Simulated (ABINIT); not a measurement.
Write the native input for ABINIT 10.8.3 (patched build) that does the following.

```yaml
Task: single point
Functional: revPBE
Potentials_or_basis: JTH PAW PBE v2.0
Cutoff: 626 eV
k_mesh: 9 × 9 × 9
Occupations: fermi-dirac, width 0.05 eV
Spin: no spin polarisation
Fine-grid_cutoff: 1224.51 eV
```

Hf:

```xyz
1
Lattice="2.9138 0.0000 0.0000 0.0000 2.9138 0.0000 0.0000 0.0000 2.9138" Properties=species:S:1:pos:R:3 pbc="T T T"
Hf    1.4569    1.4569    1.4569
```

The cell was built by a generator and needn't be a form met in nature.

These files were run (other wordings do the same):

run.abi

```
pp_dirpath "./"
pseudos "Hf.GGA_PBE-JTH.xml"

acell 5.5063028792 5.5063028792 5.5063028792
rprim
     1.0000000000     0.0000000000     0.0000000000
     0.0000000000     1.0000000000     0.0000000000
     0.0000000000     0.0000000000     1.0000000000
ntypat 1
znucl 72
natom 1
typat 1
xcart
     1.4569050000     1.4569050000     1.4569050000 Angstrom

ecut 23.0
pawecutdg 45.0
pawxcdev 0

kptopt 1
ngkpt 9 9 9
nshiftk 1
shiftk 0.0 0.0 0.0

ixc 14

nband 10
occopt 3
tsmear 0.00183747

nstep 100
tolvrs 1.0e-9

iomode 3
prtwf 0
prtden 0
prteig 0
prtebands 0
enunit 1
```

Potentials or basis: JTH PAW PBE v2.0.

The run is started by

```console
$ abinit run.abi > log 2>&1
```

It gave:

The pressure is 1.4 GPa. The band gap on the k mesh is none (metal or under the smearing width) and the valence electrons inside the program's atomic spheres are Hf 9.56 (radii [1.2759] Å).

Caveat: the PAW data sets were made with another functional, which shifts forces and pressure a little.

Wall time 6.9 s on 1 thread of Arm Neoverse V1 (shared host), peak memory 0.1 GiB.
